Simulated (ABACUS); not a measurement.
Runs of ABACUS 3.10.1 on AlN. The structure is hexagonal, space group P6_3mc (No. 186). The conventional cell has a = 3.113 Å, b = 3.113 Å, c = 4.981 Å, α = 90.00°, β = 90.00°, γ = 120.00°. Around Al (site symmetry 3m) lie 4 N at 1.89 Å. Around N (site symmetry 3m) lie 4 Al at 1.89 Å. 

```tsv
task	level	potentials or basis	k mesh	cutoff (eV)	SCF threshold on the density	eigensolver	gap on the mesh (eV)	pressure (GPa)	V0 of scaled cells (Å³/atom)	B0 (GPa)	largest force (eV/Å)
equation of state	PBE	PseudoDojo NC SR 0.4.1 PBE standard, TZDP LCAO (the cutoffs set its grid)	7 × 7 × 4	1361	1e-07	genelpa	-	-	10.63	196	-
single point	revPBE	PseudoDojo NC SR 0.4.1 PBE standard, DZP LCAO (the cutoffs set its grid)	10 × 10 × 6	1361	1e-07	genelpa	(b)	5.4	-	-	0.12
single point	SOGGA	PseudoDojo NC SR 0.4.1 PBE standard, DZP LCAO (the cutoffs set its grid)	10 × 10 × 6	1361	1e-07	genelpa	4.41	1.5	-	-	0.13
single point	PBE	PseudoDojo NC SR 0.4.1 PBE standard, DZP LCAO (the cutoffs set its grid)	10 × 10 × 6	1361	1e-07	genelpa	(a)	4.8	-	-	0.13
single point	LDA	PseudoDojo NC SR 0.4.1 PBE standard, DZP LCAO (the cutoffs set its grid)	10 × 10 × 6	1361	1e-07	genelpa	4.50	2.2	-	-	0.13
single point	PBEsol	PseudoDojo NC SR 0.4.1 PBE standard, DZP LCAO (the cutoffs set its grid)	10 × 10 × 6	1361	1e-07	genelpa	4.50	2.6	-	-	0.13
equation of state	PBE	PseudoDojo NC SR 0.4.1 PBE standard, plane waves	7 × 7 × 4	1143	1e-08	dav	-	-	10.63	194	-
equation of state	PBE	PseudoDojo NC SR 0.4.1 PBE standard, DZP LCAO (the cutoffs set its grid)	7 × 7 × 4	1361	1e-07	genelpa	-	-	10.70	189	-
```

Alike in all rows: no spin polarisation; cell as given; smearing fermi-dirac 0.05 eV.

Question: Fill in the values left out.

Answer: (a) 4.60; (b) 4.63.

Caveats: the atomic orbitals were generated for these runs and aren't a published set (some runs); the basis of atomic orbitals isn't converged, which shifts pressures, moduli and gaps (some runs); the potentials were made for another functional, which shifts forces and pressure (some runs); the cell was scaled at fixed shape and fractional positions, which overstates the stiffness of a crystal with free parameters, most of all of layers and chains (some runs).

A k mesh can miss the band edges.
